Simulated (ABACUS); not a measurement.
# V under changes of volume

One of the cells (13.891 Å³/atom); the others are scaled copies at fixed shape and fractional positions:

```
V
1.0
    -1.51435    1.51435    1.51435
     1.51435   -1.51435    1.51435
     1.51435    1.51435   -1.51435
V
1
Direct
  0.00000 0.00000 0.00000
```

```yaml
Program: ABACUS 3.10.1
Functional: PBE
Potentials_or_basis: PseudoDojo NC SR 0.4.1 PBE standard
Cutoff: 1361 eV
Density_cutoff: 5442 eV
Basis: TZDP LCAO (the cutoffs set its grid)
k_mesh: 12 × 12 × 12
Occupations: fermi-dirac, width 0.05 eV
Spin: collinear spin, ferromagnetic start
Starting_moments: "[2.0] μB"
```

| volume (Å³/atom) | energy over the lowest point (meV/atom) | pressure (GPa) |
| --- | --- | --- |
| 13.058 | 7.56 | 6.2 |
| 13.336 | 0.52 | 2.1 |
| 13.613 | 0.00 | -1.6 |
| 13.891 | 5.80 | -5.0 |
| 14.169 | 17.18 | -8.0 |
| 14.447 | ? | ? |
| 14.725 | 54.96 | -13.3 |

Q: What does the run at 14.447 Å³/atom give?

A: Energy over the lowest point 33.80 meV/atom; pressure -10.8 GPa.

Worked out: A Birch-Murnaghan fit of order 3 (a polynomial in V^(-2/3)) to the other rows has its minimum at 13.49 Å³/atom with B0 = V·E''(V) = 179 GPa and B' = 3.3. It gives 33.70 meV/atom at 14.447 Å³/atom, against the run's 33.80, and -dE/dV = -10.9 GPa, against -10.8.

Energies are extrapolated to zero smearing.

Caveats: the atomic orbitals were generated for these runs and aren't a published set; the basis of atomic orbitals isn't converged, which shifts pressures, moduli and gaps.
